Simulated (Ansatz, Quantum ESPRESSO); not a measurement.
## Equation of state of anatase TiO2

How stiff is anatase TiO2 under hydrostatic load? Each row relaxes cell and atoms at a set pressure. The phase is followed to these pressures whether or not it stays the stable one.

Calculated with Quantum ESPRESSO 7.5, PBEsol, PseudoDojo 0.4.1 norm-conserving potentials, cutoff 1170 eV, Fermi–Dirac smearing 0.02 eV, k-mesh 10×10×10, no spin polarisation, no spin-orbit coupling.

Reference cell, relaxed at zero pressure with PBEsol (I4_1/amd): a = 5.4696 Å, b = 5.4696 Å, c = 5.4696 Å, α = 139.73°, β = 139.73°, γ = 58.26°.

```
atom       x       y       z
  Ti  0.0000  0.0000  0.0000
  Ti  0.7500  0.2500  0.5000
   O  0.2073  0.2073  0.0000
   O  0.9573  0.4573  0.5000
   O  0.5427  0.0427  0.5000
   O  0.7927  0.7927  0.0000
```

```csv
V (Å³/atom),V/V0,P (GPa),E − E0 (meV/atom)
11.5472,1.0226,−3.987,3.2
10.9954,0.9737,4.991,4.6
10.7191,0.9493,9.989,17.5
10.4613,0.9264,14.986,37.6
10.2190,0.9050,19.982,64.0
```

V0 = 11.2919 Å³ an atom, where the residual pressure P0 is +0.004 GPa. **Question.** Fit the Birch–Murnaghan law and give the pressure and the energy at V = 9.7832 Å³ an atom, a row left out above.

With the Eulerian strain f = ½[(V0/V)^(2/3) − 1] and F = (P − P0)/[3f(1 + 2f)^(5/2)], the third-order law is the line F = B0 + (3/2) B0 (B′ − 4) f.

| f | F (GPa) |
| --- | --- |
| 0.03441 | 163.86 |
| 0.02613 | 168.29 |
| 0.01766 | 172.83 |
| 0.00895 | 177.70 |
| −0.00740 | 186.67 |

A straight line through the 5 rows: the means are 0.01595 for f and 173.87 for F, Σ(Δx)² = 0.001042 and ΣΔxΔy = −0.5691, so the slope is −0.5691/0.001042 = −546.36 and the intercept 173.87 − (−546.36)(0.01595) = 182.58.

Hence B0 = 182.6 GPa and B′ = 4 + (−546.4)/(1.5 × 182.6) = 2.01. For the withheld volume f = 0.05017, F = 155.18 GPa and P = 29.66 GPa, an extrapolation past the fitted rows. The run itself gives 29.98 GPa, so the estimate misses by 0.32 GPa, more than the largest misfit of the fitted rows (0.01 GPa).

Integrating the same law gives E − E0 = (9/2) B0 V0 f²[1 + (B′ − 4) f] + P0(V0 − V), with 1 GPa Å³ = 6.2415 meV: 131.2 meV an atom. The run itself gives 131.7 meV, so the estimate misses by 0.5 meV, more than the largest misfit of the fitted rows (0.1 meV).

The same fit over all rows at other levels or in other programs gives B0 = 181 GPa with PBEsol (Ansatz) and 180 GPa with PBEsol (Quantum ESPRESSO, GBRV).

Measured volume: 11.354 Å³ an atom (doi:10.1524/zkri.1972.136.3-4.273, 298.15 K), so V0 is −0.5 % off. A stiffness follows the volume as d ln B/d ln V = −B′, which moves B0 by about −1 % when it is taken at the measured volume.

The calculation is for a static lattice, while measurements hold thermal and zero-point motion.

[Logs are printed without paths, hosts, clocks, repeated set-up lines and the standing remarks that a program may print on its own settings, such as how far it seeks lower states.]
